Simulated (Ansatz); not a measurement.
**A plane-wave run on BaTiO₃**

input.yaml (Ansatz 0.2.0)

```yaml
crystal:
  lattice:
    - [8.12726695, 0.0, 0.0]
    - [0.01049374, 4.06362333, 0.0]
    - [0.01049374, 0.01047344, 4.06360303]
  atoms:
    - { symbol: Ba, position: [0.0, 0.0, 0.0] }
    - { symbol: Ba, position: [0.5, 0.0, 0.0] }
    - { symbol: Ti, position: [0.243, 0.486, 0.486] }
    - { symbol: Ti, position: [0.743, 0.486, 0.486] }
    - { symbol: O, position: [0.2542, 0.5084, 0.0185] }
    - { symbol: O, position: [0.7542, 0.5084, 0.0185] }
    - { symbol: O, position: [0.00925, 0.5084, 0.5084] }
    - { symbol: O, position: [0.50925, 0.5084, 0.5084] }
    - { symbol: O, position: [0.2542, 0.0185, 0.5084] }
    - { symbol: O, position: [0.7542, 0.0185, 0.5084] }
  symmetry: { tolerance: 0.0003 }
kpoints:
  mp_grid: { grid: [3, 6, 6], shift: [0, 0, 0] }
  band_path:
    path:
      - [0.0, 0.0, 0.0]
      - [-1.0, -0.5, -0.5]
      - [-1.00513946, -0.5, -0.49743027]
      - [-1.00000065, -0.49742949, 0.49743037]
      - [-1.00000009, 4.4e-07, 1.6e-07]
      - [0.0, 0.0, 0.0]
      - [-0.99743069, 8.3e-07, 0.49871534]
      - [-1.00257005, -0.49871474, 5.0e-08]
      - [-1.00000032, -0.49999961, 5.0e-08]
      - [0.0, 0.0, 0.0]
    npoints: 6
magnetization:
  spin_polarized: false
scf:
  occupations: { method: fermi_dirac }
  lower_state_search: "off"
  max_iter: 200
hamiltonian:
  pseudopotentials: { kind: paw }
  xc: r2scan
  hubbard:
    projectors: all-electron-ortho-atomic
    sites:
      - { species: Ti, l: d, u_eff: 1.04 }
      - { species: O, l: p, u_eff: 6.9 }
basis:
  ecutwfc: 500
  fft_grid_basis: typed
output:
  forces: true
  stress: true
  eigenvalues: true
  bader: true
  populations: true
  elf: true
  write_potential: true
  volumetric_format: npy
  dos:
    e_range: [-12, 8]
    de: 0.05
    projected: { site_lists: { Ba: [Ba], O: [O], Ti: [Ti] } }
checkpoint:
  read: saved_state
```

The saved state is an earlier solution for the same cell, perhaps on another mesh. 

Excerpt of what it printed:

```
Warning: crystal.lattice misses the space group found at crystal.symmetry.tolerance 3.0e-4 in a digit that the deck types, which is why this is a warning: making the lattice exact moves one of its numbers by a whole unit of that number's last typed decimal, or more. The operation that it misses by the most changes a squared length by the fraction 3.35e-6.
Ba: projections on atomic orbitals take those of the free atom [Kr 4d10] 5s2 5p6 6s2, of charge +0.00 (hamiltonian.pseudopotentials.projection_atoms); the dataset's partial waves leave at most 9.7e-6 of an orbital's norm unspanned inside its sphere
Ti: projections on atomic orbitals take those of the free atom [Ne] 3s2 3p6 3d2 4s2, of charge +0.00 (hamiltonian.pseudopotentials.projection_atoms); the dataset's partial waves leave at most 4.1e-7 of an orbital's norm unspanned inside its sphere
O: projections on atomic orbitals take those of the free atom [He] 2s2 2p4, of charge +0.00 (hamiltonian.pseudopotentials.projection_atoms); the dataset's partial waves leave at most 1.9e-8 of an orbital's norm unspanned inside its sphere
Pseudopotentials: kind: paw
Pseudopotential: Ba, paw, valence charge 10, recommended cutoff 500 eV (meta_gga), Ba.paw.azcp
Pseudopotential: Ti, paw, valence charge 12, recommended cutoff 500 eV (meta_gga), Ti.paw.azcp
Pseudopotential: O, paw, valence charge 6, recommended cutoff 500 eV (meta_gga), O.paw.azcp
Functional definition: r2SCAN
  exchange = r2scan_x(k0 = k0, k1 = k1, a1 = a1)
  correlation = r2scan_c
Crystal: 10 atoms, lattice volume = 134.205 Å³
Basis set: ecut = 500 eV, 3429 PW (Γ), exchange–correlation on 240×120×120 points (64 copies of the dense FFT grid, shifted against one another)
Bands: 50, of which v1, the nominal top of the filled ones, is band 40 counted from 1 (39 counted from 0)
Symmetry: 4 space group operations
Space group: R3m (ITA 160), of the structure as read, at distance tolerance 1.5e-3 Å
k-points: 34 of 108 (time reversal used)
Initial density: read from a saved state, or passed on in memory by an earlier SCF of this step, an earlier step, the calling program or the single point that the run made first
Functional: x = r2scan, c = r2scan; τ floored in thin density (d = 2e-4 eV/Å³)
SCF iter   1: F=-20351.4481 eV  Δρ=5.07e-3  dr2=2.32e-3  dr2_τ=1.63e-2
SCF iter   2: F=-20351.4506 eV  Δρ=2.73e-3  dr2=8.12e-4  dr2_τ=1.70e-3
SCF iter   3: F=-20351.4507 eV  Δρ=7.30e-4  dr2=4.93e-4  dr2_τ=1.06e-4
SCF iter   4: F=-20351.4510 eV  Δρ=1.32e-4  dr2=1.81e-5  dr2_τ=3.06e-6
SCF iter   5: F=-20351.4510 eV  Δρ=2.55e-5  dr2=7.74e-7  dr2_τ=7.13e-8
SCF iter   6: F=-20351.4510 eV  Δρ=1.61e-5  dr2=3.25e-7  dr2_τ=3.23e-8
SCF iter   7: F=-20351.4510 eV  Δρ=5.68e-6  dr2=4.08e-8  dr2_τ=3.60e-9
Free energy (F): -20351.4510 eV
Harris-Foulkes:  -20351.4510 eV  (|F-HF|=1.86e-8)
Internal energy: -20351.4510 eV  (E = F + TS)
E sigma→0 (E₀):  -20351.4510 eV
Entropy (-TS):    0.0000 eV (-0.000 meV/atom)
Fermi energy:    9.1486 eV
--- Per-component energies (eV) ---
  E_band       = -482.7622
  E_kinetic    = 1947.2026
  E_local      = -4334.6616  (includes V_loc(G=0)·N_el)
  E_nonlocal   = 394.8701
  E_hartree    = 1682.1840
  E_xc         = -950.6464
  E_vxc        = -1208.3570  (∫ρ·V_xc dr)
  E_hubbard    = 14.9224  (on-site DFT+U / exact-exchange correction)
  E_vhub       = -80.9787  (the Hubbard potential's part of the band-sum identity)
  E_paw        = -13568.7590  (= ΣΔE_a)
  E_vpaw       = -638.9757  (= ΣTr[D̂ρ^β])
  E_aug_tail   = 0.0063  (compensation charges beyond the density's cutoff)
  E_vtau       = 73.7664  (kinetic-family band-sum trace: ∫τ·v_τ [+ j·A + Jᵃ·Aᵃ] dr)
  E_ewald      = -5536.0115
  E_core_change = -0.5577  (= ΣΔE_core)
  E_smearing   =  0.0000  (= −TS)
--- Forces (eV/Å), atoms counted from 1 ---
  atom   1  Ba    -0.1059    -0.1056    -0.1054
  atom   2  Ba    -0.1059    -0.1056    -0.1054
  atom   3  Ti     0.1991     0.1986     0.1981
  atom   4  Ti     0.1991     0.1986     0.1981
  atom   5  O     -0.0248    -0.0247    -0.0435
  atom   6  O     -0.0248    -0.0247    -0.0435
  atom   7  O     -0.0436    -0.0247    -0.0246
  atom   8  O     -0.0436    -0.0247    -0.0246
  atom   9  O     -0.0248    -0.0435    -0.0246
  atom  10  O     -0.0248    -0.0435    -0.0246
--- Stress (GPa, compression-positive) ---
       -5.9857      -0.0345      -0.0344
       -0.0345      -5.9855      -0.0345
       -0.0344      -0.0345      -5.9853
  P = ⅓ Tr σ = -5.9855 GPa (-59.855 kbar)
--- Bader charges: 10 sites ---
  site symbol  charge [e]  shift [e]
     0     Ba      1.6539     0.0000
     1     Ba      1.6539     0.0000
     2     Ti      2.5777     0.0033
     3     Ti      2.5777     0.0033
     4      O     -1.4105     0.0011
     5      O     -1.4105     0.0011
     6      O     -1.4105     0.0011
     7      O     -1.4105     0.0011
     8      O     -1.4105     0.0011
     9      O     -1.4105     0.0011
```

Origin: a database entry at a rescaled volume.
